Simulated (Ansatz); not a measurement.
Crystal: KCl (Sylvite).

```
CELL_PARAMETERS angstrom
0.00000 3.14647 3.14647
3.14647 0.00000 3.14647
3.14647 3.14647 0.00000
ATOMIC_POSITIONS crystal
K 0.00000 0.00000 0.00000
Cl 0.50000 0.50000 0.50000
```

| Item | Value |
| --- | --- |
| Program | Ansatz 0.2.0 |
| Task | relaxation of cell and atoms |
| Functional | B3LYP |
| Dispersion | D3(BJ) |
| Potentials or basis | Ansatz PAW |
| Cutoff | 420 eV (not typed: the program's choice for these potentials) |
| k mesh | 4 × 4 × 4 |
| Occupations | fermi-dirac, width 0.02 eV |
| Spin | no spin polarisation |

At the start: volume 31.15 Å³/atom.

Question: Where does the relaxation end?

Answer: It ends after 4 steps and the volume is 29.56 Å³/atom (-5.1 %); space group Fm-3m (No. 225, to 0.05 Å).

Step by step:
| step | energy change (eV) | largest force (eV/Å) | volume (Å³) |
| --- | --- | --- | --- |
| 1 | 0.0000 | 0.0000 | 62.30 |
| 2 | -0.0079 | 0.0000 | 60.55 |
| 3 | -0.0098 | 0.0000 | 59.12 |
| 4 | -0.0097 | 0.0000 | 59.12 |

Final structure:
```
K Cl
1.0
     0.00000    3.09200    3.09200
     3.09200    0.00000    3.09200
     3.09200    3.09200    0.00000
K Cl
1 1
Direct
  0.00000 0.00000 0.00000
  0.50000 0.50000 0.50000
```

Caveat: the k mesh is coarse (spacing up to 0.43 Å⁻¹), so the values aren't converged, least of all with exact exchange; the plane-wave basis is chosen anew once the cell has moved, so the energies of steps on either side of that aren't comparable; the PAW data sets come from PBE, with cores solved anew for the run's functional, which leaves a small shift of forces and pressure.
